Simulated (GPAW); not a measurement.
# TaN (P6_3/mmc) in GPAW: further runs

The runs below take TaN through relaxation of cell and atoms, with LDA.

Everything below comes from runs of GPAW 26.7.0. Logs are shortened: lines on timing, memory, paths and dates and some standing lists are left out, and cuts for length are marked. The log counts tension as positive stress, the text compression.

**1. The crystal as given**

It takes space group P6_3/mmc (No. 194, hexagonal). Conventional cell: a = 2.922 Å, b = 2.922 Å, c = 5.917 Å, α = 90.00°, β = 90.00°, γ = 120.00°. Ta (site symmetry -3m) has 6 N at 2.24 Å as nearest neighbours. Around N (site symmetry -6m2) lie 6 Ta at 2.24 Å.

The cell comes from a database or a generator and needn't be the stable form of this composition.

**2. Relaxation of cell and atoms, LDA**

Contents of run.py:

```python
from ase.filters import FrechetCellFilter
from ase.io import read, write
from ase.optimize import BFGS
from gpaw import GPAW, PW

atoms = read('POSCAR')

calc = GPAW(mode=PW(800),
            xc='LDA',
            kpts={'size': (7, 7, 4), 'gamma': True},
            occupations={'name': 'fermi-dirac', 'width': 0.05},
            nbands=34,
            convergence={'density': 1e-05, 'forces': 0.0001},
            maxiter=150,
            txt='gpaw.txt')
atoms.calc = calc
opt = BFGS(FrechetCellFilter(atoms), trajectory='relax.traj', logfile='-')
done = opt.run(fmax=0.02, steps=60)
calc.write('gs.gpw')
write('result.traj', atoms)
print('Converged:', done)
print('Cell:', atoms.cell.cellpar().round(4))
print('Volume:', round(atoms.get_volume(), 4))
print(atoms.get_scaled_positions().round(5))
```

Contents of POSCAR:

```
TaN
1.0
    2.9217699809      0.0000000000      0.0000000000
   -1.4608849905      2.5303270275      0.0000000000
    0.0000000000      0.0000000000      5.9165150000
Ta N
2 2
Direct
    0.0000000000      0.0000000000      0.5000000000
    0.0000000000      0.0000000000      0.0000000000
    0.3333333333      0.6666666667      0.2500000000
    0.6666666667      0.3333333333      0.7500000000
```

Potentials or basis: the program's PAW data sets (release 1.2.1) made for this functional, pw.

On the command line:

```bash
$ OMP_NUM_THREADS=1 python run.py
```

gpaw.txt:

```text
__  _  _
 | _ |_)|_||  |
 |__||  | ||/\| - 26.7.0

Input parameters:
  mode=PW(ecut=800.0),
  convergence={'density': 1e-05, 'forces': 0.0001},
  kpts=MonkhorstPack(size=(7, 7, 4), gamma=True),
  maxiter=150,
  nbands=34,
  occupations=Occupations(name='fermi-dirac', width=0.05),
  xc=XC(name='LDA')

Diagonalizing LCAO Hamiltonian
Converting LCAO to pw mode

           N

       Ta
        N

       Ta

Atoms  # Å, Bohr magnetons
|   | symbol |         x |        y |        z |    initial magnetic moments |
|---|--------|-----------|----------|----------|-----------------------------|
| 0 |     Ta |  0.000000 | 0.000000 | 2.958258 | ( 0.0000,  0.0000,  0.0000) |
| 1 |     Ta |  0.000000 | 0.000000 | 0.000000 | ( 0.0000,  0.0000,  0.0000) |
| 2 |      N | -0.000000 | 1.686885 | 1.479129 | ( 0.0000,  0.0000,  0.0000) |
| 3 |      N |  1.460885 | 0.843442 | 4.437386 | ( 0.0000,  0.0000,  0.0000) |

Unit cell  # Å
| periodic |         x |        y |        z |  lengths |     angles |
|----------|-----------|----------|----------|----------|------------|
|      yes |  2.921770 | 0.000000 | 0.000000 | 2.921770 |  90.000000 |
|      yes | -1.460885 | 2.530327 | 0.000000 | 2.921770 |  90.000000 |
|      yes |  0.000000 | 0.000000 | 5.916515 | 5.916515 | 120.000000 |

Number of symmetries: 12
Symmetry operations  # r_c * U_cc + t_c -> r_c
|    | kind |            matrix            |
|----|------|------------------------------|
|  0 |  σ   |  1, 1, 0,  0,-1, 0,  0, 0, 1 |
|  1 |  S6  |  1, 1, 0, -1, 0, 0,  0, 0,-1 |
|  2 |  E   |  1, 0, 0,  0, 1, 0,  0, 0, 1 |
|  3 |  C2  |  1, 0, 0, -1,-1, 0,  0, 0,-1 |
|  4 |  C2  |  0, 1, 0,  1, 0, 0,  0, 0,-1 |
|  5 |  C3  |  0, 1, 0, -1,-1, 0,  0, 0, 1 |
|  6 |  S6  |  0,-1, 0,  1, 1, 0,  0, 0,-1 |
|  7 |  σ   |  0,-1, 0, -1, 0, 0,  0, 0, 1 |
|  8 |  σ   | -1, 0, 0,  1, 1, 0,  0, 0, 1 |
|  9 |  i   | -1, 0, 0,  0,-1, 0,  0, 0,-1 |
| 10 |  C3  | -1,-1, 0,  1, 0, 0,  0, 0, 1 |
| 11 |  C2  | -1,-1, 0,  0, 1, 0,  0, 0,-1 |
[... 192 lines left out ...]
No gap
No difference between direct/indirect transitions

Stress tensor  # eV/Ang^3
|        x |         y |         z |
|----------|-----------|-----------|
| 0.112871 |  0.000000 |  0.000000 |
| 0.000000 |  0.112871 | -0.000000 |
| 0.000000 | -0.000000 |  0.119147 |

Forces  # eV/Ang
|        x |       y |        z |
|----------|---------|----------|
|  0.00000 | 0.00000 |  0.00000 |  # Ta   0
|  0.00000 | 0.00000 |  0.00000 |  # Ta   1
|  0.00000 | 0.00000 |  0.00001 |  # N    2
| -0.00000 | 0.00000 | -0.00001 |  # N    3

Interpolating wave functions to new cell

           N

       Ta
        N

       Ta

Atoms  # Å, Bohr magnetons
|   | symbol |         x |        y |        z |    initial magnetic moments |
|---|--------|-----------|----------|----------|-----------------------------|
| 0 |     Ta | -0.000000 | 0.000000 | 2.944524 | ( 0.0000,  0.0000,  0.0000) |
| 1 |     Ta | -0.000000 | 0.000000 | 0.000000 | ( 0.0000,  0.0000,  0.0000) |
| 2 |      N | -0.000000 | 1.679465 | 1.472262 | ( 0.0000,  0.0000,  0.0000) |
| 3 |      N |  1.454459 | 0.839733 | 4.416786 | ( 0.0000,  0.0000,  0.0000) |

Unit cell  # Å
| periodic |         x |         y |         z |  lengths |     angles |
|----------|-----------|-----------|-----------|----------|------------|
|      yes |  2.908919 | -0.000000 | -0.000000 | 2.908919 |  90.000000 |
|      yes | -1.454459 |  2.519198 |  0.000000 | 2.908919 |  90.000000 |
|      yes | -0.000000 |  0.000000 |  5.889048 | 5.889048 | 120.000000 |

Number of symmetries: 12
Symmetry operations  # r_c * U_cc + t_c -> r_c
|    | kind |            matrix            |
|----|------|------------------------------|
|  0 |  σ   |  1, 1, 0,  0,-1, 0,  0, 0, 1 |
|  1 |  S6  |  1, 1, 0, -1, 0, 0,  0, 0,-1 |
|  2 |  E   |  1, 0, 0,  0, 1, 0,  0, 0, 1 |
|  3 |  C2  |  1, 0, 0, -1,-1, 0,  0, 0,-1 |
|  4 |  C2  |  0, 1, 0,  1, 0, 0,  0, 0,-1 |
|  5 |  C3  |  0, 1, 0, -1,-1, 0,  0, 0, 1 |
|  6 |  S6  |  0,-1, 0,  1, 1, 0,  0, 0,-1 |
|  7 |  σ   |  0,-1, 0, -1, 0, 0,  0, 0, 1 |
|  8 |  σ   | -1, 0, 0,  1, 1, 0,  0, 0, 1 |
|  9 |  i   | -1, 0, 0,  0,-1, 0,  0, 0,-1 |
| 10 |  C3  | -1,-1, 0,  1, 0, 0,  0, 0, 1 |
| 11 |  C2  | -1,-1, 0,  0, 1, 0,  0, 0,-1 |
[... 171 lines left out ...]
|         11 |         8.954 |     2.000 |
|         12 |         8.954 |     2.000 |
|         13 |         9.498 |     2.000 |
|         14 |        10.312 |     2.000 |
|         15 |        11.822 |     2.000 |
|         16 |        11.822 |     2.000 |
[... 8 lines left out ...]
|         25 |        19.791 |     0.000 |
|         26 |        19.791 |     0.000 |
|        ... |               |           |
|         33 |        30.974 |     0.000 |

No gap
No difference between direct/indirect transitions

Stress tensor  # eV/Ang^3
|         x |        y |         z |
|-----------|----------|-----------|
|  0.089176 | 0.000000 | -0.000000 |
|  0.000000 | 0.089176 |  0.000000 |
| -0.000000 | 0.000000 |  0.090346 |

Forces  # eV/Ang
|        x |        y |        z |
|----------|----------|----------|
|  0.00000 | -0.00000 |  0.00000 |  # Ta   0
|  0.00000 | -0.00000 |  0.00000 |  # Ta   1
| -0.00000 |  0.00000 | -0.00001 |  # N    2
|  0.00000 | -0.00000 |  0.00001 |  # N    3

Interpolating wave functions to new cell

           N

       Ta
        N
[... 206 lines left out ...]
|         11 |         9.476 |     2.000 |
|         12 |         9.476 |     2.000 |
|         13 |        10.031 |     2.000 |
|         14 |        10.973 |     2.000 |
|         15 |        12.491 |     2.000 |
|         16 |        12.491 |     2.000 |
[... 8 lines left out ...]
|         25 |        20.871 |     0.000 |
|         26 |        20.871 |     0.000 |
|        ... |               |           |
|         33 |        32.112 |     0.000 |

No gap
No difference between direct/indirect transitions

Stress tensor  # eV/Ang^3
|         x |         y |         z |
|-----------|-----------|-----------|
| -0.001487 | -0.000000 | -0.000000 |
| -0.000000 | -0.001487 |  0.000000 |
| -0.000000 |  0.000000 | -0.017165 |

Forces  # eV/Ang
|        x |        y |        z |
|----------|----------|----------|
|  0.00000 |  0.00000 |  0.00000 |  # Ta   0
| -0.00000 | -0.00000 |  0.00000 |  # Ta   1
| -0.00000 | -0.00000 |  0.00001 |  # N    2
|  0.00000 |  0.00000 | -0.00001 |  # N    3

Interpolating wave functions to new cell

           N

       Ta
        N
[... 407 lines left out ...]
convergence criteria:
- Maximum integral of absolute [dens]ity change: 1e-05 electrons / valence electron
- Maximum change in the atomic [forces] across last 2 cycles: 0.0001 eV/Ang OR
Maximum error relative to the maximum force is below inf
- Maximum [total energy] change in last 3 cyles: 0.0005 eV / valence electron
- Maximum integral of absolute [eigenst]ate change: 4e-08 eV^2 / valence electron
maximum number of iterations: 150

SCF iterations
|iter     | |      energy | eigst |  dens |force |
|---------|-|-------------|-------|-------|------|
|iter:   1| |  -45.106092 | -3.87 |       |      |
|iter:   2| |  -45.106092 | -6.78 | -3.35 |      |
|iter:   3| |  -45.106098c| -6.34 | -3.38 |      |
|iter:   4| |  -45.106093c| -7.15 | -4.03 |      |
|iter:   5| |  -45.106095c| -7.80c| -4.21 |      |
|iter:   6| |  -45.106095c| -7.84c| -4.52 |      |
|iter:   7| |  -45.106095c| -8.12c| -4.64 |      |
|iter:   8| |  -45.106095c| -9.28c| -5.53c|      |
|iter:   9| |  -45.106095c|-10.17c| -6.03c|-4.32c|

Converged in 9 steps
Energy contributions relative to reference atoms: (reference = -850786.388051)

Energy contributions:
  Kinetic:          49.893514
  Coulomb:         -49.190756
  Zero:             -0.357324
  External:          0.000000
  Xc:              -45.446050
  Entropy:          -0.010959
  Spinorbit:         0.000000
  ----------------------------
  Free energy:     -45.111575
  Extrapolated:    -45.106095

dipole moment: (-10.296604, -17.834241, -20.865438)  # |e|*Ang

Fermi level: 14.393
Eigenvalues  # (at kpt = [0.000, 0.000, 0.000])
| band index |      eig [eV] | occ [0-2] |
|------------|---------------|-----------|
|          0 |       -53.672 |     2.000 |
|        ... |               |           |
|         11 |         9.449 |     2.000 |
|         12 |         9.449 |     2.000 |
|         13 |         9.988 |     2.000 |
|         14 |        10.921 |     2.000 |
|         15 |        12.449 |     2.000 |
|         16 |        12.449 |     2.000 |
[... 13 lines left out ...]
No gap
No difference between direct/indirect transitions

Stress tensor  # eV/Ang^3
|        x |         y |         z |
|----------|-----------|-----------|
| 0.004354 |  0.000000 |  0.000000 |
| 0.000000 |  0.004354 | -0.000000 |
| 0.000000 | -0.000000 | -0.005170 |

Forces  # eV/Ang
|       x |        y |        z |
|---------|----------|----------|
| 0.00000 |  0.00000 |  0.00000 |  # Ta   0
| 0.00000 |  0.00000 |  0.00000 |  # Ta   1
| 0.00000 |  0.00000 |  0.00001 |  # N    2
| 0.00000 | -0.00000 | -0.00001 |  # N    3

Interpolating wave functions to new cell

           N

       Ta
        N

       Ta

Atoms  # Å, Bohr magnetons
|   | symbol |         x |         y |         z |    initial magnetic moments |
|---|--------|-----------|-----------|-----------|-----------------------------|
| 0 |     Ta | -0.000000 |  0.000000 |  2.909778 | ( 0.0000,  0.0000,  0.0000) |
| 1 |     Ta |  0.000000 | -0.000000 | -0.000000 | ( 0.0000,  0.0000,  0.0000) |
| 2 |      N | -0.000000 |  1.654515 |  1.454889 | ( 0.0000,  0.0000,  0.0000) |
| 3 |      N |  1.432852 |  0.827257 |  4.364667 | ( 0.0000,  0.0000,  0.0000) |
[... 216 lines left out ...]
Stress tensor  # eV/Ang^3
|        x |        y |        z |
|----------|----------|----------|
| 0.001236 | 0.000000 | 0.000000 |
| 0.000000 | 0.001236 | 0.000000 |
| 0.000000 | 0.000000 | 0.000589 |

Forces  # eV/Ang
|        x |        y |        z |
|----------|----------|----------|
|  0.00000 |  0.00000 |  0.00000 |  # Ta   0
|  0.00000 |  0.00000 |  0.00000 |  # Ta   1
| -0.00000 | -0.00000 | -0.00003 |  # N    2
| -0.00000 |  0.00000 |  0.00003 |  # N    3

# Writing to gs.gpw (mode='')
```

It took 3.2 min on 1 thread of Arm Neoverse V1, shared host; peak memory 0.36 GiB.

What came out:

```
Free energy                            : -45.1119 eV
Relaxed volume                         : 10.35 Å³/atom
Relaxed cell                           : a = 2.866 Å, b = 2.866 Å, c = 5.820 Å, α = 90.00°, β = 90.00°, γ = 120.00°
Space group after relaxing (to 0.05 Å) : P6_3/mmc (No. 194)
Energy gained by relaxing              : 33.4 meV/atom
Ionic steps                            : 6
Pressure after relaxing                : -0.2 GPa
Band gap on the k mesh                 : none (metal or under the smearing width)
```

Step by step:
| step | energy change (eV) | largest force (eV/Å) | pressure (GPa) | volume (Å³) |
| --- | --- | --- | --- | --- |
| 1 | 0.0000 | 0.0000 | -18.42 | 43.74 |
| 2 | -0.0576 | 0.0000 | -14.35 | 43.16 |
| 3 | -0.1320 | 0.0000 | 1.08 | 41.27 |
| 4 | -0.1330 | 0.0000 | -0.06 | 41.39 |
| 5 | -0.1333 | 0.0000 | -0.19 | 41.40 |
| 6 | -0.1337 | 0.0000 | -0.16 | 41.39 |

Final structure:
```cif
data_structure
_symmetry_space_group_name_H-M 'P 1'
_symmetry_Int_Tables_number 1
_cell_length_a 2.8657
_cell_length_b 2.8657
_cell_length_c 5.8196
_cell_angle_alpha 90.000
_cell_angle_beta 90.000
_cell_angle_gamma 120.000
_cell_volume 41.39
loop_
_atom_site_label
_atom_site_type_symbol
_atom_site_fract_x
_atom_site_fract_y
_atom_site_fract_z
_atom_site_occupancy
Ta1 Ta 0.00000 0.00000 0.50000 1
Ta2 Ta 0.00000 0.00000 0.00000 1
N1 N 0.33333 0.66667 0.25000 1
N2 N 0.66667 0.33333 0.75000 1
```

Levels at points of the mesh, in eV from the Fermi level:
| k point | band 14 | band 15 | band 16 | band 17 | band 18 | band 19 | band 20 | band 21 | band 22 | band 23 |
| --- | --- | --- | --- | --- | --- | --- | --- | --- | --- | --- |
| (0.00, 0.00, 0.00) | -4.41 | -3.47 | -1.92 | -1.92 | -0.19 | -0.19 | 0.66 | 0.66 | 2.56 | 3.95 |
| (0.00, 0.00, 0.50) | -3.91 | -3.91 | -3.91 | -0.63 | -0.63 | 1.12 | 1.12 | 1.12 | 1.12 | 4.61 |

Caveat: later steps reuse the first step's grids.

**3. Relaxation of cell and atoms, LDA, target pressure 2 GPa, at which the enthalpy is minimised**

run.py: that of step 2 with these lines changed.

```diff
@@ -3,5 +3,6 @@
 from ase.optimize import BFGS
+from ase.units import GPa
 from gpaw import GPAW, PW
 
-atoms = read('POSCAR')
+atoms = read('TaN.xyz')
 
@@ -16,3 +17,3 @@
 atoms.calc = calc
-opt = BFGS(FrechetCellFilter(atoms), trajectory='relax.traj', logfile='-')
+opt = BFGS(FrechetCellFilter(atoms, scalar_pressure=2 * GPa), trajectory='relax.traj', logfile='-')
 done = opt.run(fmax=0.02, steps=60)
```

Contents of TaN.xyz:

```xyz
4
Lattice="2.9217699809 0.0000000000 0.0000000000 -1.4608849905 2.5303270275 0.0000000000 0.0000000000 0.0000000000 5.9165150000" Properties=species:S:1:pos:R:3 pbc="T T T"
Ta     0.0000000000      0.0000000000      2.9582575000
Ta     0.0000000000      0.0000000000      0.0000000000
N     -0.0000000002      1.6868846851      1.4791287500
N      1.4608849906      0.8434423424      4.4373862500
```

Potentials or basis: the program's PAW data sets (release 1.2.1) made for this functional, pw.

On the command line:

```bash
$ OMP_NUM_THREADS=1 python run.py
```

It took 3.3 min on 1 thread of Arm Neoverse V1, shared host; peak memory 0.36 GiB.

It converged, with:

```
Free energy                                            : -45.1098 eV
Relaxed volume                                         : 10.29 Å³/atom
Relaxed cell                                           : a = 2.860 Å, b = 2.860 Å, c = 5.811 Å, α = 90.00°, β = 90.00°, γ = 120.00°
Space group after relaxing (to 0.05 Å)                 : P6_3/mmc (No. 194)
Energy change on relaxing (the enthalpy is what falls) : -32.9 meV/atom
Ionic steps                                            : 6
Pressure after relaxing                                : 1.8 GPa
Band gap on the k mesh                                 : none (metal or under the smearing width)
```

The path:
```tsv
step	energy change (eV)	largest force (eV/Å)	pressure (GPa)	volume (Å³)
1	0.0000	0.0000	-18.42	43.74
2	-0.0629	0.0000	-13.89	43.09
3	-0.1278	0.0000	3.31	41.03
4	-0.1309	0.0000	1.93	41.17
5	-0.1314	0.0000	1.80	41.18
6	-0.1316	0.0000	1.84	41.17
```

Final structure:
```xyz
4
Lattice="2.8601 0.0000 0.0000 -1.4300 2.4769 0.0000 0.0000 0.0000 5.8112" Properties=species:S:1:pos:R:3 pbc="T T T"
Ta    0.0000    0.0000    2.9056
Ta    0.0000    0.0000    0.0000
N     0.0000    1.6513    1.4528
N     1.4300    0.8256    4.3584
```

Levels at points of the mesh, in eV from the Fermi level:
```
           k point  band 14  band 15  band 16  band 17  band 18  band 19  band 20  band 21  band 22  band 23
(0.00, 0.00, 0.00)    -4.43    -3.48    -1.93    -1.93    -0.19    -0.19     0.66     0.66     2.57     4.01
(0.00, 0.00, 0.50)    -3.93    -3.93    -3.93    -0.64    -0.64     1.13     1.13     1.13     1.13     4.64
```

Caveat: later steps reuse the first step's grids. The run has no spin-orbit coupling, so splittings on Ta are missing.
